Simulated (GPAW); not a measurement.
Input of a GPAW 26.7.0 run:

Contents of run.py:

```python
import json
import numpy as np
from ase.dft.bandgap import bandgap
from ase.io import read, write
from ase.units import GPa
from gpaw import GPAW, PW

atoms = read('POSCAR')

calc = GPAW(mode=PW(600),
            xc='PBE',
            kpts={'size': (12, 12, 12), 'gamma': True},
            occupations={'name': 'fermi-dirac', 'width': 0.05},
            setups={'Pd': '10'},
            nbands=-9,
            convergence={'density': 1e-05, 'energy': 1e-05},
            maxiter=150,
            txt='gpaw.txt')
atoms.calc = calc
energy = atoms.get_potential_energy()
forces = atoms.get_forces()
stress = atoms.get_stress()
calc.write('gs.gpw')
write('result.traj', atoms)
print(f'Energy: {energy:.6f} eV')
print('Forces (eV/A):')
print(forces.round(4))
print('Stress (GPa):', (stress / GPa).round(3))
print('Fermi level:', round(calc.get_fermi_level(), 4), 'eV')
print(f'Gap: {bandgap(calc)[0]:.4f} eV, direct: {bandgap(calc, direct=True)[0]:.4f} eV')

size = (18, 18, 18)
dense = calc.fixed_density(kpts={'size': size, 'gamma': True}, update_fermi_level=True,
                           convergence={'bands': 'CBM+2.0', 'eigenstates': 1e-7}, txt='dense.txt')
ef = dense.get_fermi_level()
index = np.round(dense.get_bz_k_points() * size).astype(int) % size
recip = 2 * np.pi * atoms.cell.reciprocal()
sheets = []
for s, e_kn in enumerate(dense.eigenvalues()):
    for n in range(e_kn.shape[1] - 2):
        if e_kn[:, n].min() < ef < e_kn[:, n].max():
            e = np.empty(size)
            e[tuple(index.T)] = e_kn[dense.get_bz_to_ibz_map(), n] - ef
            de = np.array([(np.roll(e, -1, c) - np.roll(e, 1, c)) * size[c] / 2 for c in range(3)])
            v = np.linalg.norm(np.einsum('vc,cxyz->vxyz', np.linalg.inv(recip), de), axis=0)
            w = np.exp(-(e / 0.1)**2) / (0.1 * np.pi**0.5)
            sheets.append({'spin': s, 'band': n, 'filled': (e < 0).mean(), 'dos': w.mean(), 'bottom': e.min(), 'top': e.max(),
                           'velocity': (w * v).sum() / w.sum() * 1.519267e5, 'slice': e[:, :, 0].round(3).tolist()})
            print(f'spin {s} band {n}: filled share {sheets[-1]["filled"]:.3f}, from {e.min():.3f} to {e.max():.3f} eV,',
                  f'{w.mean():.3f} states/eV, mean velocity {sheets[-1]["velocity"]:.3e} m/s')
print('Fermi level on the dense mesh:', round(ef, 4), 'eV,', len(sheets), 'sheets')
json.dump({'ef': ef, 'sheets': sheets}, open('fermi.json', 'w'))
```

POSCAR

```
Pd
1.0
    0.0000000000      1.9465000000      1.9465000000
    1.9465000000      0.0000000000      1.9465000000
    1.9465000000      1.9465000000      0.0000000000
Pd
1
Direct
    0.0000000000      0.0000000000      0.0000000000
```

Potentials or basis: GPAW PAW data sets (gpaw-data 1.2.1), other valence, pw.

Run with:

```sh
$ OMP_NUM_THREADS=1 python run.py
```

Problem. Predict the band gap on the k mesh.

Solution. None (metal or under the smearing width).

Problem. Estimate the pressure.

Solution. 6.4 GPa.
